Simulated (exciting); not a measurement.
# Pb (C2/m) in exciting: notebook, part 2 of 2

exciting (release sodium). Earlier steps stand in the parts before.

## Step 3: Real-space fields, LDA-VWN (atoms moved at random, drawn with an rms of 0.15 Å)

Input file run_exciting.py:

```python
import subprocess
import xml.etree.ElementTree as ET
from ase.io import read
from ase.units import Bohr

atoms = read("POSCAR")
rmt = {'Pb': 2.3}  # bohr
tasks = """
<groundstate do="fromscratch" ngridk="5 5 3" rgkmax="8" gmaxvr="14" lmaxapw="10" lmaxmat="10" lmaxvr="8" stype="Fermi Dirac" swidth="0.00183747" nempty="10" ValenceRelativity="iora*" epsengy="1e-05" epspot="1e-05" maxscl="60" outputlevel="high">
  <libxc exchange="XC_LDA_X" correlation="XC_LDA_C_VWN"/>
</groundstate>
<properties>
  <chargedensityplot>
    <plot3d>
      <box grid="18 18 33">
        <origin coord="0 0 0"/>
        <point coord="1 0 0"/>
        <point coord="0 1 0"/>
        <point coord="0 0 1"/>
      </box>
    </plot3d>
  </chargedensityplot>
  <elfplot>
    <plot3d>
      <box grid="18 18 33">
        <origin coord="0 0 0"/>
        <point coord="1 0 0"/>
        <point coord="0 1 0"/>
        <point coord="0 0 1"/>
      </box>
    </plot3d>
  </elfplot>
  <exccplot>
    <plot3d>
      <box grid="18 18 33">
        <origin coord="0 0 0"/>
        <point coord="1 0 0"/>
        <point coord="0 1 0"/>
        <point coord="0 0 1"/>
      </box>
    </plot3d>
  </exccplot>
</properties>
"""

root = ET.Element("input")
ET.SubElement(root, "title").text = "Pb"
structure = ET.SubElement(root, "structure", speciespath="./", tshift="false")
crystal = ET.SubElement(structure, "crystal", scale="1.0")
for vector in atoms.cell / Bohr:
    ET.SubElement(crystal, "basevect").text = " ".join(f"{x:.12f}" for x in vector)
symbols = atoms.get_chemical_symbols()
for element in dict.fromkeys(symbols):
    species = ET.SubElement(structure, "species", speciesfile=element + ".xml", rmt=str(rmt[element]))
    for symbol, position in zip(symbols, atoms.get_scaled_positions(wrap=False)):
        if symbol == element:
            ET.SubElement(species, "atom", coord=" ".join(f"{x:.12f}" for x in position))
root.extend(ET.fromstring("<tasks>" + tasks + "</tasks>"))
ET.indent(root)
ET.ElementTree(root).write("input.xml")
subprocess.run(["exciting_smp"], check=True)
```

Input file POSCAR:

```
Pb
1.0
    3.0386068135     -1.7503199600      0.0000000000
    3.0386068135      1.7503199600      0.0000000000
   -2.1154626375      0.0000000000      6.0952248674
Pb
2
Direct
    0.9348160000      0.9178060000      0.7255250000
    0.1270710000      0.0830620000      0.2687460000
```

Potentials or basis: all-electron LAPW+lo, shipped species files, valence relativity iora*.

Started as:

```sh
$ OMP_NUM_THREADS=1 python run_exciting.py
```

Output:

```text
================================================================================
EXCITING SODIUM started
[... 10 lines left out ...]

 Lattice vectors (cartesian) :
      5.7421346816     -3.3076253570      0.0000000000
      5.7421346816      3.3076253570      0.0000000000
     -3.9976450143      0.0000000000     11.5183056748

 Reciprocal lattice vectors (cartesian) :
      0.5471123246     -0.9498030504      0.1898856410
      0.5471123246      0.9498030504      0.1898856410
     -0.0000000000      0.0000000000      0.5454956210

 Unit cell volume                           :     437.5304494996
 Brillouin zone volume                      :       0.5669324586

 Species :    1 (Pb)
     parameters loaded from                 :    Pb.xml
     name                                   :    lead
     nuclear charge                         :     -82.00000000
     electronic charge                      :      82.00000000
     atomic mass                            :  377702.49410000
     muffin-tin radius                      :       2.30000000
     # of radial points in muffin-tin       :     450

     atomic positions (lattice) :
       1 :   0.93481600  0.91780600  0.72552500
       2 :   0.12707100  0.08306200  0.26874600

 Total number of atoms per unit cell        :       2

 Spin treatment                             :    spin-unpolarised

 Number of Bravais lattice symmetries       :       4
 Number of crystal symmetries               :       1

 k-point grid                               :       5    5    3
 Total number of k-points                   :      75
 k-point set is reduced with crystal symmetries

 R^MT_min * |G+k|_max (rgkmax)              :       8.00000000
 Species with R^MT_min                      :       1 (Pb)
 Maximum |G+k| for APW functions            :       3.47826087
 Maximum |G| for potential and density      :      14.00000000
 Polynomial order for pseudochg. density    :       9

 G-vector grid sizes                        :      30    30    60
 Total number of G-vectors                  :   20253

 Maximum angular momentum used for
     APW functions                          :      10
     computing H and O matrix elements      :      10
     potential and density                  :       8
     inner part of muffin-tin               :       2

 Total nuclear charge                       :    -164.00000000
 Total electronic charge                    :     164.00000000
 Total core charge                          :     136.00000000
 Total valence charge                       :      28.00000000

 Effective Wigner radius, r_s               :       0.86038324

 Number of empty states                     :      10
 Total number of valence states             :      25

 Maximum Hamiltonian size                   :     353
 Maximum number of plane-waves              :     325
 Total number of local-orbitals             :      28

 Exchange-correlation type                  :     100
     libxc; exchange: Slater exchange; correlation: Vosko, Wilk & Nusair (VWN5) (see libxc for references)

 Smearing scheme                            :    Fermi-Dirac
[... 9 lines left out ...]
* Groundstate module started                                                   *
********************************************************************************
 Output level for this task is set to high

++++++++++++++++++++++++++++++++++++++++++++++++++++++++++++++++++++++++++++++++
[... 5 lines left out ...]
+ SCF iteration number :    1                                                  +
++++++++++++++++++++++++++++++++++++++++++++++++++++++++++++++++++++++++++++++++
 Total energy                               :    -41822.37346109
 _______________________________________________________________
 Fermi energy                               :         0.24514756
 Kinetic energy                             :     48707.87689934
 Coulomb energy                             :    -89772.37716249
 Exchange energy                            :      -740.56360544
 Correlation energy                         :       -17.30959250
 Sum of eigenvalues                         :    -25867.84082322
 Effective potential energy                 :    -74575.71772256
 Coulomb potential energy                   :    -73569.48974536
 xc potential energy                        :     -1006.22797720
 Hartree energy                             :     13398.57230921
 Electron-nuclear energy                    :   -100366.63436377
 Nuclear-nuclear energy                     :     -2804.31510793
 Madelung energy                            :    -52987.63228981
 Core-electron kinetic energy               :         0.00000000

 DOS at Fermi energy (states/Ha/cell)       :        52.78642464

 Electron charges :
     core                                   :       136.00000000
     core leakage                           :         0.02516889
     valence                                :        28.00000000
     interstitial                           :         5.93449806
     charge in muffin-tin spheres :
                  atom     1    Pb          :        79.03275097
                  atom     2    Pb          :        79.03275097
     total charge in muffin-tins            :       158.06550194
     total charge                           :       164.00000000
[... 451 lines left out ...]
 Kinetic energy                             :     48698.44125505
 Coulomb energy                             :    -89775.29929517
 Exchange energy                            :      -740.69000056
 Correlation energy                         :       -17.31281590
 Sum of eigenvalues                         :    -25875.27230512
 Effective potential energy                 :    -74573.71356017
 Coulomb potential energy                   :    -73567.31369438
 xc potential energy                        :     -1006.39986579
 Hartree energy                             :     13403.67049286
 Electron-nuclear energy                    :   -100374.65468010
 Nuclear-nuclear energy                     :     -2804.31510793
 Madelung energy                            :    -52991.64244798
 Core-electron kinetic energy               :         0.00000000

 DOS at Fermi energy (states/Ha/cell)       :        53.48032099

 Electron charges :
     core                                   :       136.00000000
     core leakage                           :         0.02476433
     valence                                :        28.00000000
     interstitial                           :         5.86824123
     charge in muffin-tin spheres :
                  atom     1    Pb          :        79.06587941
                  atom     2    Pb          :        79.06587936
     total charge in muffin-tins            :       158.13175877
     total charge                           :       164.00000000

 RMS change in effective potential (target) :  0.449888E-08  ( 0.100000E-04)
 Absolute change in total energy   (target) :  0.314496E-06  ( 0.100000E-04)
 Charge distance                   (target) :  0.887128E-09  ( 0.100000E-04)

++++++++++++++++++++++++++++++++++++++++++++++++++++++++++++++++++++++++++++++++
| Convergency criteria checked for the last 2 iterations                       +
| Convergence targets achieved. Performing final SCF iteration                 +
++++++++++++++++++++++++++++++++++++++++++++++++++++++++++++++++++++++++++++++++
 Total energy                               :    -41834.86085830
 _______________________________________________________________
 Fermi energy                               :         0.22233383
 Kinetic energy                             :     48698.44125415
 Coulomb energy                             :    -89775.29929594
 Exchange energy                            :      -740.69000060
 Correlation energy                         :       -17.31281591
 Sum of eigenvalues                         :    -25875.27230518
 Effective potential energy                 :    -74573.71355934
 Coulomb potential energy                   :    -73567.31369349
 xc potential energy                        :     -1006.39986584
 Hartree energy                             :     13403.67049452
 Electron-nuclear energy                    :   -100374.65468254
 Nuclear-nuclear energy                     :     -2804.31510793
 Madelung energy                            :    -52991.64244920
 Core-electron kinetic energy               :         0.00000000

 DOS at Fermi energy (states/Ha/cell)       :        53.48032142

 Electron charges :
     core                                   :       136.00000000
     core leakage                           :         0.02476433
     valence                                :        28.00000000
     interstitial                           :         5.86824123
     charge in muffin-tin spheres :
                  atom     1    Pb          :        79.06587941
                  atom     2    Pb          :        79.06587936
     total charge in muffin-tins            :       158.13175877
     total charge                           :       164.00000000

++++++++++++++++++++++++++++++++++++++++++++++++++++++++++++++++++++++++++++++++
[... 9 lines left out ...]
| EXCITING SODIUM stopped                                                      =
================================================================================
```

Run time: 3.8 min. Hardware: 1 thread of Arm Neoverse V2, shared host; peak memory 0.15 GiB.

Results:

| Item | Value |
| --- | --- |
| Band gap on the k mesh | none (metal or under the smearing width) |
| All electrons inside the program's atomic spheres | Pb 79.07 (radii Pb 2.3 bohr) |

Levels at points of the mesh, in eV from the Fermi level:
```csv
k point,band 12,band 13,band 14,band 15,band 16,band 17
"(0.00, 0.00, 0.00)",-8.43,-3.94,6.18,6.42,6.47,6.50
```

Caveat: the k mesh is coarse (spacing up to 0.42 Å⁻¹), so the values aren't converged. The run has no spin-orbit coupling, so splittings on Pb are missing.
